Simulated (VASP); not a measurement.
Write the native input for VASP 6.6.1 that does the following.

```yaml
Task: relaxation of cell and atoms
Functional: vdW-DF-cx
Potentials_or_basis: VASP PAW PBE potentials, release 64 (Si)
Cutoff: 600 eV
k_mesh: 8 × 8 × 8
Occupations: fermi-dirac, width 0.05 eV
Spin: no spin polarisation
Further_INCAR_settings: ALGO = Fast; EDIFF = 1e-06; IBRION = 2; EDIFFG = -0.005; NSW = 40; ISIF = 3
```

The structure of Si lies in POSCAR:

```
Si
1.0
    0.0000000000      2.7218511865      2.7218511865
    2.7218511865      0.0000000000      2.7218511865
    2.7218511865      2.7218511865      0.0000000000
Si
2
Direct
    0.5000000000      0.5000000000      0.5000000000
    0.7500000000      0.7500000000      0.7500000000
```

These files were run (other wordings do the same):

INCAR

```
SYSTEM = Si
PREC = Accurate
ENCUT = 600
EDIFF = 1E-6
ISMEAR = -1
SIGMA = 0.05
LREAL = .FALSE.
LASPH = .TRUE.
NELM = 80
ALGO = Fast
ISIF = 3
LWAVE = .FALSE.
LCHARG = .FALSE.
GGA = CX
LUSE_VDW = .TRUE.
AGGAC = 0.0
IBRION = 2
NSW = 40
EDIFFG = -0.005
```

KPOINTS

```
regular mesh
0
G
  8 8 8
  0 0 0
```

Potentials or basis: VASP PAW PBE potentials, release 64 (Si).

Run with:

```console
$ cat potpaw_PBE.64/Si/POTCAR > POTCAR
$ mpirun -np 1 vasp_std > vasp.out
```

It gave:

```yaml
Relaxed_volume: 20.20 Å³/atom
Relaxed_cell: a = 3.851 Å, b = 3.851 Å, c = 3.851 Å, α = 60.00°, β = 60.00°, γ = 60.00°
Space_group_after_relaxing_to_0.05_Å: Fd-3m (No. 227)
Energy_gained_by_relaxing: 0.0 meV/atom
Ionic_steps: 3
Pressure_after_relaxing: 0.0 GPa
Band_gap_on_the_k_mesh: 0.60 eV, indirect (least direct gap 2.55 eV)
```

Caveat: the PAW data sets were made with another functional, which shifts forces and pressure a little.

Wall time 2.4 min on 1 thread of Intel(R) Xeon(R) Platinum 8259CL CPU @ 2.50GHz (Skylake/Cascade Lake) (shared host), peak memory 0.38 GiB.
